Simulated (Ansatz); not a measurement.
`[SiH3]OBCl` + `F[C](F)F`• → `[SiH3]O[B]Cl`• + `FC(F)F`  (hydrogen abstraction from a B–H bond)

Calculated with Ansatz (gas phase, PBE0-D4/def2-TZVP geometries, no zero-point term in ΔE). CBS: MP2 limit from def2 TZ/QZ plus the TZ coupled-cluster correction, frozen cores. This one scheme is used for every species. DFT in def2-TZVPP. B3LYP here is the variant with VWN-RPA as its local correlation; programs differ in this. No spin–orbit coupling; open shells (•) take unrestricted orbitals. One conformer a species, not always the lowest.

`[SiH3]OBCl`:

Z-matrix (Å, degrees):
```
Si
O 1 1.668
H 1 1.482 2 109.7
H 1 1.479 2 105.7 3 119.2
H 1 1.482 2 109.7 3 -121.7
B 2 1.335 1 132.7 3 60.9
Cl 6 1.771 2 120.6 1 0.0
H 6 1.191 2 121.3 1 180.0
```

`F[C](F)F`•:

Z-matrix (Å, degrees):
```
C
F 1 1.313
F 1 1.313 2 111.4
F 1 1.313 2 111.4 3 125.1
```

`[SiH3]O[B]Cl`•:

Cartesian coordinates in Å:
```
Si 0.369 -0.765 0.615
O -0.220 0.639 -0.063
B -0.577 0.986 -1.290
Cl -1.169 2.576 -1.709
H -0.577 -1.165 1.680
H 0.476 -1.819 -0.421
H 1.697 -0.452 1.189
```

`FC(F)F`:

```xyz
5

F     1.056    0.144   -0.765
C    -0.027   -0.052   -0.015
F     0.343   -0.077    1.264
F    -0.856    0.974   -0.195
H    -0.516   -0.989   -0.289
```

```json
{"level": "B3LYP-D4", "ΔE (kcal/mol)": "-1.5"}
{"level": "ωB97M-V", "ΔE (kcal/mol)": "-1.6"}
{"level": "CCSD/def2-TZVPP", "ΔE (kcal/mol)": "-3.1"}
{"level": "CCSD/CBS(def2)", "ΔE (kcal/mol)": "-3.2"}
```

Question: What does CCSD(T)/CBS give? (An estimate is asked.)

Answer: Computed: -3.3 kcal/mol. The listed levels differ from it by 1.8, 1.7, 0.2, 0.1 kcal/mol.

Largest T1 diagnostic among the species: 0.015.

At CCSD(T), def2-SVP lies +1.4 kcal/mol from the extrapolated value and def2-TZVPP +0.1 kcal/mol. In def2-TZVPP, CCSD(T) changes the Hartree–Fock value by −2.2 kcal/mol (the triples alone add −0.1 kcal/mol) and MP2 by −2.9 kcal/mol. Leaving LDA and LC-ωPBE aside and taking each functional with its dispersion term where it has one, the values, not all of them listed here, spread over 1.7 kcal/mol, from PBE-QIDH to ωB97X-V. LDA lies −0.8 kcal/mol from PBE without D4.

CCSD(T)/CBS has its own doubt, a few kJ/mol and more with outer-core shells, so smaller differences from it don't rank the levels.
